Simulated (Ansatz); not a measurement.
C:

```
C
1.0
     2.52210    0.00000    0.00000
    -1.26105    2.18420    0.00000
     0.00000    0.00000    8.23710
C
8
Direct
  0.66667 0.33333 0.84375
  0.33333 0.66667 0.34375
  0.66667 0.33333 0.65625
  0.33333 0.66667 0.15625
  0.00000 0.00000 0.90625
  0.00000 0.00000 0.40625
  0.00000 0.00000 0.59375
  0.00000 0.00000 0.09375
```

This is a hexagonal form of diamond, not graphite.

| Property | Result |
| --- | --- |
| Program | Ansatz 0.2.0 |
| Task | relaxation of cell and atoms |
| Functional | revPBE |
| Potentials or basis | Ansatz PAW |
| Cutoff | 420 eV (not typed: the program's choice for these potentials) |
| k mesh | 12 × 12 × 4 |
| Occupations | fermi-dirac, width 0.05 eV |
| Spin | no spin polarisation |

At the start: volume 5.67 Å³/atom.

**Question.** How do energy, volume and symmetry change on relaxing?

**Answer.** It ends after 8 steps and the volume is 5.76 Å³/atom (+1.6 %); space group P6_3/mmc (No. 194, to 0.05 Å).

The path:
| step | energy change (eV) | largest force (eV/Å) | volume (Å³) |
| --- | --- | --- | --- |
| 1 | 0.0000 | 0.3278 | 45.38 |
| 2 | -0.0234 | 0.3562 | 45.80 |
| 3 | -0.0287 | 0.1548 | 46.00 |
| 4 | -0.0293 | 0.0166 | 46.07 |
| 5 | -0.0293 | 0.0009 | 46.07 |
| 6 | -0.0337 | 0.0026 | 46.07 |
| 7 | -0.0336 | 0.0001 | 46.09 |
| 8 | -0.0337 | 0.0001 | 46.09 |

Final structure:
```
CELL_PARAMETERS angstrom
2.52710 0.00000 0.00000
-1.26355 2.18854 0.00000
0.00000 0.00000 8.33353
ATOMIC_POSITIONS crystal
C 0.66667 0.33333 0.84447
C 0.33333 0.66667 0.34447
C 0.66667 0.33333 0.65553
C 0.33333 0.66667 0.15553
C 0.00000 0.00000 0.90702
C 0.00000 0.00000 0.40702
C 0.00000 0.00000 0.59298
C 0.00000 0.00000 0.09298
```

Caveat: the plane-wave basis is chosen anew once the cell has moved, so the energies of steps on either side of that aren't comparable; the pressure holds a Pulay correction of +0.9 GPa for the finite cutoff; the PAW data sets come from PBE, with cores solved anew for the run's functional, which leaves a small shift of forces and pressure.
